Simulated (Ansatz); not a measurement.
## CdSe under changes of volume

One of the cells (28.942 Å³/atom); the others are scaled copies at fixed shape and fractional positions:

```
Cd Se
1.0
     0.00000    3.07027    3.07027
     3.07027    0.00000    3.07027
     3.07027    3.07027    0.00000
Cd Se
1 1
Direct
  0.00000 0.00000 0.00000
  0.25000 0.25000 0.25000
```

Measurements of this composition are mostly on another form, of space group No. 186.

* Program: Ansatz 0.2.0
* Functional: PBE
* Dispersion: D4
* Potentials or basis: all-electron LAPW, scalar-relativistic
* Cutoff: 245 eV (chosen from the basis error)
* Basis error allowed: 0.002 eV/atom
* k mesh: 8 × 8 × 8
* Occupations: fermi-dirac, width 0.05 eV
* Spin: collinear spin, ferromagnetic start
* Starting moments: [1.0, 0.0] μB
* Fixed moment: 1 μB

```csv
volume (Å³/atom),energy over the lowest point (meV/atom),pressure (GPa)
27.206,76.05,6.7
27.784,?,?
28.363,36.99,4.3
28.942,23.43,3.4
29.521,13.16,2.6
30.100,5.50,1.9
30.679,0.00,1.3
```

**Question.** What does the run at 27.784 Å³/atom give?

**Answer.** Energy over the lowest point 54.38 meV/atom; pressure 5.4 GPa.

Worked out: A Birch-Murnaghan fit of order 3 (a polynomial in V^(-2/3)) to the other rows has no minimum within the range. It gives 54.27 meV/atom at 27.784 Å³/atom, against the run's 54.38, and -dE/dV = 5.4 GPa, against 5.4.

Energies are extrapolated to zero smearing.

Caveats: the total moment is fixed, so each spin has its own Fermi level.
